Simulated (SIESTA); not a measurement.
NiSb (Breithauptite):

```
CELL_PARAMETERS angstrom
3.92800 0.00000 0.00000
-1.96400 3.40175 0.00000
0.00000 0.00000 5.12000
ATOMIC_POSITIONS crystal
Sb 0.66667 0.33333 0.75000
Sb 0.33333 0.66667 0.25000
Ni 0.00000 0.00000 0.50000
Ni 0.00000 0.00000 0.00000
```

Base run:

| Property | Result |
| --- | --- |
| Program | SIESTA 5.4.2 |
| Functional | PBE |
| Potentials or basis | PseudoDojo 0.4 standard (PBE files) |
| Basis | DZP (energy shift 0.003 Ry; two zetas on semicore shells) |
| Grid cutoff | 800 Ry |
| Energy shift | 0.003 Ry |
| k mesh | 6 × 6 × 4 |
| Occupations | fermi-dirac, width 0.05 eV |
| Spin | collinear spin, ferromagnetic start |
| Starting moments | [0.0, 0.0, 1.0, 1.0] μB |
| Hubbard terms | Ni d U = 8 eV |

Its results: band gap on the k mesh none (metal or under the smearing width); pressure 3.3 GPa; net moment 0.26 μB per cell.

Q: The run is repeated on the same cell with these changes: hubbard terms from Ni d U = 8 eV to Ni d U = 4 eV. What comes out?

A: Band gap on the k mesh none (metal or under the smearing width); pressure 4.2 GPa; net moment 0.00 μB per cell.

Caveats: short orbitals over semicore shells can move pressures by several GPa; the basis of atomic orbitals isn't converged, which shifts pressures, moduli and gaps; the U is typed as a test and isn't derived for this compound.
